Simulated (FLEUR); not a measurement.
A run of FLEUR MaX-R8.1 (later development tree) is set up as follows.

inp.xml

```xml
<?xml version="1.0" encoding="UTF-8" standalone="no"?>
<fleurInput fleurInputVersion="0.39">
   <comment>
      GaN                                                                                                 
   </comment>
   <calculationSetup>
      <cutoffs Kmax="5.1" Gmax="15.8" GmaxXC="15.8" numbands="0"/>
      <scfLoop itmax="60" minDistance="0.00001" maxIterBroyd="15" imix="Anderson" alpha="0.05" precondParam="0.0" spinf="2.0" sdNocoIR="T"/>
      <coreElectrons ctail="T" frcor="F" kcrel="0" coretail_lmax="0"/>
      <xcFunctional name="vwn" relativisticCorrections="F"/>
      <magnetism jspins="1"/>
      <soc l_soc="F" theta="0.0" phi="0.0" spav="F"/>
      <expertModes spex="0" secvar="F"/>
      <geometryOptimization l_f="F" forcealpha="1.0" forcemix="BFGS" epsdisp="0.00001" epsforce="0.00001"/>
      <ldaU l_linMix="F" mixParam="0.05" spinf="1.0"/>
   </calculationSetup>
   <cell>
      <bzIntegration valenceElectrons="52.0" mode="hist" fermiSmearingEnergy="0.00183747">
         <kPointListSelection listName="default-1"/>
         <!-- k-points included here -->
         <xi:include xmlns:xi="http://www.w3.org/2001/XInclude" href="kpts.xml"> </xi:include>
      </bzIntegration>
      <!-- symmetry operations included here -->
      <xi:include xmlns:xi="http://www.w3.org/2001/XInclude" href="sym.xml"> </xi:include>
      <bulkLattice scale="1.0">
         <bravaisMatrix>
            <row-1>    6.0093290762280001     0.0000000000000000     0.0000000000000000</row-1>
            <row-2>   -3.0046645381140000     5.2042316396486976     0.0000000000000000</row-2>
            <row-3>    0.0000000000000000     0.0000000000000000     9.7623251596836003</row-3>
         </bravaisMatrix>
      </bulkLattice>
   </cell>
   <atomSpecies>
      <species name="Gallium (Ga)" element="Ga" atomicNumber="31">
         <mtSphere radius="1.92" gridPoints="635" logIncrement="0.019"/>
         <atomicCutoffs lmax="8" lnonsphr="8"/>
         <electronConfig flipSpins="F">
            <coreConfig>(1s1/2) (2s1/2) (2p1/2) (2p3/2)</coreConfig>
            <valenceConfig>(3s1/2) (3p1/2) (3p3/2) (4s1/2) (3d3/2) (3d5/2) (4p1/2) (4p3/2)</valenceConfig>
            <stateOccupation state="(4p1/2)" spinUp="0.166667" spinDown="0.166667"/>
            <stateOccupation state="(4p3/2)" spinUp="0.333333" spinDown="0.333333"/>
         </electronConfig>
         <energyParameters s="4" p="4" d="3" f="4"/>
         <lo type="SCLO" l="0" n="3" eDeriv="0"/>
         <lo type="SCLO" l="1" n="3" eDeriv="0"/>
         <lo type="SCLO" l="1" n="3" eDeriv="1"/>
         <lo type="HELO" l="2" n="4" eDeriv="0"/>
         <lo type="HELO" l="2" n="4" eDeriv="1"/>
         <lo type="SCLO" l="3" n="4" eDeriv="2"/>
      </species>
      <species name="Nitrogen (N)" element="N" atomicNumber="7">
         <mtSphere radius="1.47" gridPoints="487" logIncrement="0.021"/>
         <atomicCutoffs lmax="8" lnonsphr="8"/>
         <electronConfig flipSpins="F">
            <coreConfig>(1s1/2)</coreConfig>
            <valenceConfig>(2s1/2) (2p1/2) (2p3/2)</valenceConfig>
            <stateOccupation state="(2p1/2)" spinUp="0.500000" spinDown="0.500000"/>
            <stateOccupation state="(2p3/2)" spinUp="1.000000" spinDown="1.000000"/>
         </electronConfig>
         <energyParameters s="2" p="2" d="3" f="4"/>
         <lo type="SCLO" l="0" n="2" eDeriv="2"/>
         <lo type="SCLO" l="1" n="2" eDeriv="2"/>
         <lo type="SCLO" l="2" n="3" eDeriv="2"/>
      </species>
   </atomSpecies>
   <atomGroups>
      <atomGroup species="Gallium (Ga)">
         <relPos label="                   1">-1.000/3.000 1.000/3.000 1.000/2.000</relPos>
         <relPos label="                   2">1.000/3.000 -1.000/3.000 .0000000000</relPos>
         <force calculate="T" relaxXYZ="TTT"/>
      </atomGroup>
      <atomGroup species="Nitrogen (N)">
         <relPos label="                   3">-1.000/3.000 1.000/3.000 -1.000/8.000</relPos>
         <relPos label="                   4">1.000/3.000 -1.000/3.000 3.000/8.000</relPos>
         <force calculate="T" relaxXYZ="TTT"/>
      </atomGroup>
   </atomGroups>
   <output dos="F" band="F" slice="F">
      <checks vchk="F" cdinf="F"/>
      <bandDOS minEnergy="-.5*Htr" maxEnergy="0.5*Htr" sigma="0.015" storeEVData="T"/>
      <vacuumDOS vacdos="F" integ="F" star="F" nstars="0" locx1="0.0" locy1="0.0" locx2="0.0" locy2="0.0" nstm="0" tworkf="0.0"/>
      <unfoldingBand unfoldBand="F" supercellX="1" supercellY="1" supercellZ="1"/>
      <plotting iplot="0" polar="F">
         <plot TwoD="T" vec1="  1.0  0.0  0.0" vec2="  0.0  1.0  0.0" vec3="  0.0  0.0  1.0" zero="  0.0  0.0  0.0" file="plot"/>
      </plotting>
      <chargeDensitySlicing numkpt="0" minEigenval="0.0" maxEigenval="0.0" nnne="0" pallst="F"/>
      <specialOutput eonly="F"/>
      <moessbauerParams electricFieldGradient="T" isomerShift="T" coreHyperfine="T" valenceHyperfine="T"/>
      <magneticCircularDichroism mcd="F" energyLo="-10.0" energyUp="0.0"/>
   </output>
  <!-- We include the file relax.xml here to enable relaxations (see documentation) -->
  <xi:include xmlns:xi="http://www.w3.org/2001/XInclude" href="relax.xml"> <xi:fallback/> </xi:include>
</fleurInput>
```

File crystal.txt:

```
GaN
&input cartesian=F /
3.1800000000  0.0000000000  0.0000000000
-1.5900000000  2.7539607840  0.0000000000
0.0000000000  0.0000000000  5.1660000000
1.8897261246
1.0 1.0 1.0

4
31 0.6666666666  0.3333333332  0.5000000000
31 0.3333333332  0.6666666666  0.0000000000
7 0.6666666666  0.3333333332  0.8750000000
7 0.3333333332  0.6666666666  0.3750000000

&kpt div1=10 div2=10 div3=5 gamma=T /
```

The input inp.xml (bands):

```
<?xml version="1.0" encoding="UTF-8" standalone="no"?>
<fleurInput fleurInputVersion="0.39">
   <comment>
      GaN                                                                                                 
   </comment>
   <calculationSetup>
      <cutoffs Kmax="5.1" Gmax="15.8" GmaxXC="15.8" numbands="0"/>
      <scfLoop itmax="60" minDistance="0.00001" maxIterBroyd="15" imix="Anderson" alpha="0.05" precondParam="0.0" spinf="2.0" sdNocoIR="T"/>
      <coreElectrons ctail="T" frcor="F" kcrel="0" coretail_lmax="0"/>
      <xcFunctional name="vwn" relativisticCorrections="F"/>
      <magnetism jspins="1"/>
      <soc l_soc="F" theta="0.0" phi="0.0" spav="F"/>
      <expertModes spex="0" secvar="F"/>
      <geometryOptimization l_f="F" forcealpha="1.0" forcemix="BFGS" epsdisp="0.00001" epsforce="0.00001"/>
      <ldaU l_linMix="F" mixParam="0.05" spinf="1.0"/>
   </calculationSetup>
   <cell>
      <bzIntegration valenceElectrons="52.0" mode="hist" fermiSmearingEnergy="0.00183747">
         <kPointListSelection listName="path-1"/>
         <!-- k-points included here -->
         <xi:include xmlns:xi="http://www.w3.org/2001/XInclude" href="kpts.xml"> </xi:include>
      </bzIntegration>
      <!-- symmetry operations included here -->
      <xi:include xmlns:xi="http://www.w3.org/2001/XInclude" href="sym.xml"> </xi:include>
      <bulkLattice scale="1.0">
         <bravaisMatrix>
            <row-1>    6.0093290762280001     0.0000000000000000     0.0000000000000000</row-1>
            <row-2>   -3.0046645381140000     5.2042316396486976     0.0000000000000000</row-2>
            <row-3>    0.0000000000000000     0.0000000000000000     9.7623251596836003</row-3>
         </bravaisMatrix>
      </bulkLattice>
   </cell>
   <atomSpecies>
      <species name="Gallium (Ga)" element="Ga" atomicNumber="31">
         <mtSphere radius="1.92" gridPoints="635" logIncrement="0.019"/>
         <atomicCutoffs lmax="8" lnonsphr="8"/>
         <electronConfig flipSpins="F">
            <coreConfig>(1s1/2) (2s1/2) (2p1/2) (2p3/2)</coreConfig>
            <valenceConfig>(3s1/2) (3p1/2) (3p3/2) (4s1/2) (3d3/2) (3d5/2) (4p1/2) (4p3/2)</valenceConfig>
            <stateOccupation state="(4p1/2)" spinUp="0.166667" spinDown="0.166667"/>
            <stateOccupation state="(4p3/2)" spinUp="0.333333" spinDown="0.333333"/>
         </electronConfig>
         <energyParameters s="4" p="4" d="3" f="4"/>
         <lo type="SCLO" l="0" n="3" eDeriv="0"/>
         <lo type="SCLO" l="1" n="3" eDeriv="0"/>
         <lo type="SCLO" l="1" n="3" eDeriv="1"/>
         <lo type="HELO" l="2" n="4" eDeriv="0"/>
         <lo type="HELO" l="2" n="4" eDeriv="1"/>
         <lo type="SCLO" l="3" n="4" eDeriv="2"/>
      </species>
      <species name="Nitrogen (N)" element="N" atomicNumber="7">
         <mtSphere radius="1.47" gridPoints="487" logIncrement="0.021"/>
         <atomicCutoffs lmax="8" lnonsphr="8"/>
         <electronConfig flipSpins="F">
            <coreConfig>(1s1/2)</coreConfig>
            <valenceConfig>(2s1/2) (2p1/2) (2p3/2)</valenceConfig>
            <stateOccupation state="(2p1/2)" spinUp="0.500000" spinDown="0.500000"/>
            <stateOccupation state="(2p3/2)" spinUp="1.000000" spinDown="1.000000"/>
         </electronConfig>
         <energyParameters s="2" p="2" d="3" f="4"/>
         <lo type="SCLO" l="0" n="2" eDeriv="2"/>
         <lo type="SCLO" l="1" n="2" eDeriv="2"/>
         <lo type="SCLO" l="2" n="3" eDeriv="2"/>
      </species>
   </atomSpecies>
   <atomGroups>
      <atomGroup species="Gallium (Ga)">
         <relPos label="                   1">-1.000/3.000 1.000/3.000 1.000/2.000</relPos>
         <relPos label="                   2">1.000/3.000 -1.000/3.000 .0000000000</relPos>
         <force calculate="T" relaxXYZ="TTT"/>
      </atomGroup>
      <atomGroup species="Nitrogen (N)">
         <relPos label="                   3">-1.000/3.000 1.000/3.000 -1.000/8.000</relPos>
         <relPos label="                   4">1.000/3.000 -1.000/3.000 3.000/8.000</relPos>
         <force calculate="T" relaxXYZ="TTT"/>
      </atomGroup>
   </atomGroups>
   <output dos="F" band="T" slice="F">
      <checks vchk="F" cdinf="F"/>
      <bandDOS minEnergy="-.5*Htr" maxEnergy="0.5*Htr" sigma="0.015" storeEVData="T"/>
      <vacuumDOS vacdos="F" integ="F" star="F" nstars="0" locx1="0.0" locy1="0.0" locx2="0.0" locy2="0.0" nstm="0" tworkf="0.0"/>
      <unfoldingBand unfoldBand="F" supercellX="1" supercellY="1" supercellZ="1"/>
      <plotting iplot="0" polar="F">
         <plot TwoD="T" vec1="  1.0  0.0  0.0" vec2="  0.0  1.0  0.0" vec3="  0.0  0.0  1.0" zero="  0.0  0.0  0.0" file="plot"/>
      </plotting>
      <chargeDensitySlicing numkpt="0" minEigenval="0.0" maxEigenval="0.0" nnne="0" pallst="F"/>
      <specialOutput eonly="F"/>
      <moessbauerParams electricFieldGradient="T" isomerShift="T" coreHyperfine="T" valenceHyperfine="T"/>
      <magneticCircularDichroism mcd="F" energyLo="-10.0" energyUp="0.0"/>
   </output>
  <!-- We include the file relax.xml here to enable relaxations (see documentation) -->
  <xi:include xmlns:xi="http://www.w3.org/2001/XInclude" href="relax.xml"> <xi:fallback/> </xi:include>
</fleurInput>
```

Potentials or basis: all-electron, FLAPW.

Run with:

```bash
$ inpgen -f crystal.txt -profile fastHighL
$ # inp.xml edited to the form shown
$ mpirun -n 4 fleur_MPI -pe_per_kpt 1
$ mpirun -n 4 fleur_MPI -pe_per_kpt 1   # second run, on inp.xml (bands)
```

Q: Estimate the band gap on the k mesh.

A: 1.98 eV, direct.

Q: Estimate the band gap along the path.

A: 1.98 eV, direct.

Core levels (eV from the Fermi level):
```csv
atom,levels
1 Ga,"1s1/2 -10201.7, 2s1/2 -1253.3, 2p1/2 -1110.1, 2p3/2 -1082.5"
2 Ga,"1s1/2 -10201.7, 2s1/2 -1253.3, 2p1/2 -1110.1, 2p3/2 -1082.5"
3 N,1s1/2 -371.8
4 N,1s1/2 -371.8
```

**What was measured.**

From “Studying electronic properties in GaN without electrical contacts using γ-γ vs e−-γ Perturbed Angular Correlations”, 2019, pmc:6823545, for a bulk crystal of GaN: band gap 3.503 ± 0.005 eV (direct).

Measured gap of GaN: 3.503 eV (direct; quoted in “Studying electronic properties in GaN without electrical contacts using γ-γ vs e−-γ Perturbed Angular Correlations”, 2019, pmc:6823545). This calculation gives 1.98 eV (-1.52 eV). Spin-orbit coupling on Ga is left out. The value is that of LDA, without temperature or zero-point motion. Semilocal functionals fall short of measured gaps as a rule.
